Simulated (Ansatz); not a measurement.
**P: energy along a strain**

P, R-3m, a = 3.393 Å, c = 8.333 Å (as given, not relaxed at this level: 0.0 GPa, forces to 0.03 eV/Å). This isn't the element's structure at ambient conditions. Ansatz: PBEsol+D3(BJ), PAW, 420 eV, Γ-centred 24×24×24 mesh on 2 atoms, Gaussian smearing 0.15 eV; no spin polarisation. Cell vectors (Å): 1.697 0.980 2.778; -1.697 0.980 2.778; 0.000 -1.959 2.778. The cell is strained by x per cent times the pattern (1 0 0 0 0 0) in the order xx yy zz yz xz xy (engineering shears), with fractional coordinates held. y is the free energy over the start, V0 = 13.849 Å³/atom.

```
x (%) y (meV/atom)
-4.00             ?
-3.00         11.11
-2.00          4.96
-1.00          1.29
 0.00          0.00
 1.00          1.01
 2.00          4.15
 3.00          9.24
 3.50         12.48
 4.00         16.17
```

Problem. Fit y = c1 x + c2 x² + c3 x³ to the other rows, get the stiffness along the pattern, and predict the missing energy.

Solution. Least squares on the rows shown. y = −0.10628 x + 1.1312 x² − 0.023366 x³. The clamped-ion stiffness p·C·p = 2 × 11.31 eV × 160.2 / 13.849 Å³ = 262 GPa, which is C11 in these axes (second derivative at the start, which stands under stress). At x = -4.00 the fit asked for gives 20.02 meV/atom. The run gave 19.92 meV/atom, so the fit is 0.10 meV/atom too high, a small miss on the scale of the series.

Cost: 10 runs of about 3.3 core-minutes in all, on AMD EPYC 9R45 (Zen 5) (shared hosts).